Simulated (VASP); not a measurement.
Input of a VASP 6.6.1 run:

File INCAR:

```
PREC = Accurate ; ENCUT = 520
EDIFF = 1E-6 ; ISMEAR = 0
SIGMA = 0.05 ; LREAL = False
LASPH = True ; NELM = 100
ALGO = Normal ; ISIF = 2
LWAVE = False ; LCHARG = False
GGA = PE ; NBANDS = 8
```

File KPOINTS:

```
regular mesh
0
Gamma
  16 16 16
```

POSCAR

```
Li
1.0
    0.0000000000      2.1953846224      2.1953846224
    2.1953846224      0.0000000000      2.1953846224
    2.1953846224      2.1953846224      0.0000000000
Li
1
Direct
    0.0000000000      0.0000000000      0.0000000000
```

Potentials or basis: VASP PAW PBE potentials, release 64 (Li_sv).

Launch:

```sh
$ cat potpaw_PBE.64/Li_sv/POTCAR > POTCAR
$ mpirun -np 1 vasp_std > vasp.out
```

Question: Predict the band gap on the k mesh.

Answer: None (metal or under the smearing width).
